Q: I have one barium titanate cell, relaxed with five density functionals. The atoms and the symmetry are the same each time, yet the volumes differ by far more than I would tolerate in a lattice constant. What separates the functionals?

VASP 6.6.1, plane-wave PAW DFT without spin polarisation or dispersion correction: tetragonal BaTiO3 (P4mm, 5 atoms), ions and cell fully relaxed with a 600 eV cutoff, a 7×7×7 k mesh and Fermi-Dirac smearing of 0.05 eV. Volume changes are relative to the common starting cell (a = 4.000 Å, c = 4.018 Å).

```
functional                            potentials  volume change (%)  relaxed length a (Å)  relaxed length c (Å)
       LDA  VASP PAW LDA potentials, recommended             -3.550                 3.942                 3.989
       PBE  VASP PAW PBE potentials, recommended              4.950                 3.996                 4.224
    PBEsol  VASP PAW PBE potentials, recommended             -0.480                 3.966                 4.066
    revPBE  VASP PAW PBE potentials, recommended              8.870                 4.002                 4.370
      RPBE  VASP PAW PBE potentials, recommended             10.680                 4.001                 4.445
```

A: Mainly how strongly each one rewards an uneven electron density. LDA takes the exchange energy from the local density alone. The other four multiply that local exchange energy by a factor F(s), where s, the reduced gradient, measures how fast the density changes in space. F grows with s, and since exchange energy is negative, a larger F lowers the energy.

Now stretch the crystal. The density between the atoms thins out, and s generally rises there. A functional whose F climbs steeply gains more energy from the stretch, so it settles at a larger cell. The quantity to compare is therefore the slope dF/ds, which for PBE, PBEsol and revPBE is

dF/ds = 2μs / (1 + μs²/κ)²

Here μ sets how fast F starts to climb and κ sets where it levels off. PBEsol has a smaller μ than PBE, while revPBE has a larger κ. RPBE keeps both constants of PBE but levels off by an exponential, which holds the slope up for longer. At s = 1 the slopes rise in the order LDA, PBEsol, PBE, revPBE, RPBE, and the volumes follow the same order.

Q: An order is easy to get right with five entries. Can the slope predict a size?

A: Try revPBE. It shares its potentials and its treatment of correlation with PBE and RPBE, so only the exchange factor changes among these three. At s = 1 the slopes are 0.271 for PBE, 0.317 for revPBE and 0.334 for RPBE. If the volume follows the slope, revPBE should lie this far along the way from PBE to RPBE:

(0.317 − 0.271) / (0.334 − 0.271) = 0.73

The computed volume changes give

(8.87 − 4.95) / (10.68 − 4.95) = 0.68

The estimate takes its two end points from the table but does not use the revPBE volume. It does depend on s: at s = 2 the slope of revPBE is already above that of RPBE. The agreement therefore suggests that regions with s below 2 carry most of the effect, which is reasonable for the valence electrons of a solid. It can't fix the value of s more closely.

Q: Then a straight line should run through all five volumes.

A: It does so only roughly. I fitted the volume change of all five rows to a straight line in the slope at s = 1; the analysis printed below shows the result. The typical miss is about 2 percentage points, and PBEsol is predicted 3 points too large. When each row is predicted from the other four, the typical error grows to about 5 points, so the line is no tool for forecasting volumes.

The bend in the data is instructive. The step from LDA to PBEsol raises the slope a great deal and the volume modestly, whereas later steps gain much more volume for the same rise in slope. Part of this may come from correlation, which also changes between LDA, PBEsol and PBE, and part from the potentials, since LDA has its own set. The shape of the cell points to a further reason.

Q: What happens to the shape?

A: The cell grows more and more in one direction. The edges a and b are equal, and c is the polar axis. If the cell kept its proportions, c would supply one third of the growth in volume, counted logarithmically. It supplies 61 % between LDA and PBEsol, 72 % between PBEsol and PBE, and 95 % between PBE and RPBE.

The LDA cell, blown up evenly to the RPBE volume, would have a = 4.13 Å and c = 4.18 Å. The calculation gives 4.00 Å and 4.45 Å. What looks like a swollen crystal is a stretched one. The outputs show no restart with a plane-wave basis rebuilt for the relaxed cell, so the exact length of c in RPBE, the most stretched cell, is less certain than the trend.

Q: Why should a functional care about direction?

A: It does not; the crystal does. In this phase titanium sits off the centre of its oxygen cage, displaced along c. Two forces compete over that displacement: short-range repulsion pushes the ion back to the centre, while covalent bonding to oxygen and the long-range electric forces pull it away. Extra room weakens the repulsion first, so the displacement should grow. The relaxed positions show that it does: the offset between titanium and oxygen along c increases from LDA to RPBE.

A larger displacement means a larger polarisation, and in this material polarisation lengthens the cell along c and draws it in sideways. The longer c gives titanium still more room. A modest push from the functional is thus amplified by the crystal, which would also explain why the later steps gain so much volume.

Q: And that is why a comes to a halt at PBE?

A: That is how I read it. The general loosening widens a, the growing polarisation narrows it, and from PBE onwards the two nearly balance. For c both effects have the same sign. The edge lengths show the halt; the balance behind it is an argument from the known behaviour of polar perovskites.

The electronic levels agree with a growing distortion. At the centre of the Brillouin zone, the spacing between the two lowest distinct conduction levels rises from 0.23 eV in LDA to 0.91 eV in RPBE. In a cubic crystal the lowest titanium d levels coincide there, and a polar, elongated cell splits them. The spacing does not tell how much is due to the longer cell and how much to the shifted ions.

Q: PBEsol hardly changes the volume at all. Is it simply the right choice?

A: Its volume flatters it. A small change only means a volume close to that of the starting cell, which the outputs do not identify as a measured one. Measured against the starting edges, the relaxed a and b are each 0.85 % shorter and the relaxed c is 1.2 % longer, and these changes almost cancel:

−0.85 − 0.85 + 1.2 = −0.5 %

In the relaxed cell c is then 2.5 % longer than a. LDA has the opposite weakness: its c is only 1.2 % longer than a, but the whole cell is small. Measured barium titanate at room temperature has c longer than a by roughly 1 %, a rough recalled value. Thermal motion, which these static cells leave out, affects that comparison. Even so, the 5.7 % of PBE and the 11 % of RPBE show a recognised failure of many gradient-corrected functionals in polar perovskites, known as supertetragonality. For a film or a capacitor, where strain and polarisation matter, check a and c separately before trusting a volume.

Q: What would the same five functionals do to another oxide?

A: Ask first whether the crystal can turn extra room into polarisation. Magnesium oxide normally does not: its magnesium ions are stable at the centres of their oxygen cages, so the steeper functionals should enlarge all edges alike, without this amplification. A cubic structure alone would not settle the matter, since barium titanate is cubic when hot and still turns polar on cooling. Lead titanate is already more strongly polar than barium titanate, so there I would expect the runaway of c to set in with a weaker gradient correction.

The analysis program printed:

```
Shape of the relaxed cell:
     row    c/a  a against start in %  c against start in %  a if uniform in angstrom  c if uniform in angstrom  level spacing in eV
     LDA  1.012                -1.445               -0.7218                     3.942                     3.989                0.234
     PBE  1.057                -0.095                 5.127                     4.055                     4.103                 0.64
  PBEsol  1.025                -0.845                 1.195                     3.983                     4.031                0.395
  revPBE  1.092                 0.055                 8.761                     4.105                     4.154                 0.83
    RPBE  1.111                  0.03                 10.63                     4.128                     4.177                0.913
Share of c in logarithmic volume growth from LDA to PBEsol in %: 61.16
Share of c in growth from PBEsol to PBE in %: 71.67
Share of c in growth from PBE to RPBE in %: 95.33
Growth of a from PBE to RPBE in angstrom: 0.005
Growth of c from PBE to RPBE in angstrom: 0.221
Slope dF/ds of the exchange enhancement:
     row  at s 0.5  at s 1  at s 2
     LDA         0       0       0
     PBE    0.1923  0.2709  0.2006
  PBEsol    0.1145  0.1856  0.1895
  revPBE    0.2014  0.3173  0.3019
    RPBE     0.205  0.3341  0.2946
Place of revPBE on the way from PBE to RPBE by slope at s 0.5 in %: 71.12
The same by slope at s 1 in %: 73.35
The same by computed volume in %: 68.41
The same by computed c in %: 66.06
fit of volume_change on 5 rows: constant -5.104 +/- 2.2, coefficient of do1 41.51 +/- 8.9; rms 1.88, worst PBEsol 3.08, leave-one-out rms 5.43
Straight line in the slope at s 1:
     row  predicted volume change in %  prediction less value in points
     LDA                        -5.104                           -1.554
     PBE                         6.142                            1.192
  PBEsol                         2.599                            3.079
  revPBE                         8.067                          -0.8031
    RPBE                         8.766                           -1.914
```
